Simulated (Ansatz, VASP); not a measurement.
**One calculation of C, two programs**

```
C
1.0
     2.12732   -1.22828    0.00000
     2.12732    1.22828    0.00000
    -1.37907    0.00000    3.50283
C
2
Direct
  0.16664 0.16664 0.99991
  0.83336 0.83336 0.00009
```

Alike in both runs: functional LDA; k mesh 12 × 12 × 8; no spin polarisation.

|  | VASP | Ansatz |
| --- | --- | --- |
| version | VASP 6.6.1 | Ansatz 0.2.0 |
| potentials or method | VASP PAW LDA potentials, release 64 (C) | Ansatz PAW |
| plane-wave cutoff (eV) | 520 | 420 |
| occupations | gaussian, width 0.01 eV | fixed |
| valence electrons in the cell | 8 | 8 |
| task | single point | band structure |

```csv
,VASP,Ansatz,Ansatz less VASP
gap on the k mesh at the Fermi level (eV),0.48,0.48,-0.001
least direct gap on the mesh (eV),0.51,0.51,-0.001
pressure (GPa),-3.4,-4.1,-0.75
largest component of the traceless stress (GPa),2.01,2.91,+0.897
rms of the force components (eV/Å),0.006,0.006,0.0000
```

Atom by atom the forces differ by 0.000 eV/Å (rms over components).

Caveats: the PAW data sets come from PBE, with cores solved anew for the run's functional, which leaves a small shift of forces and pressure (Ansatz).
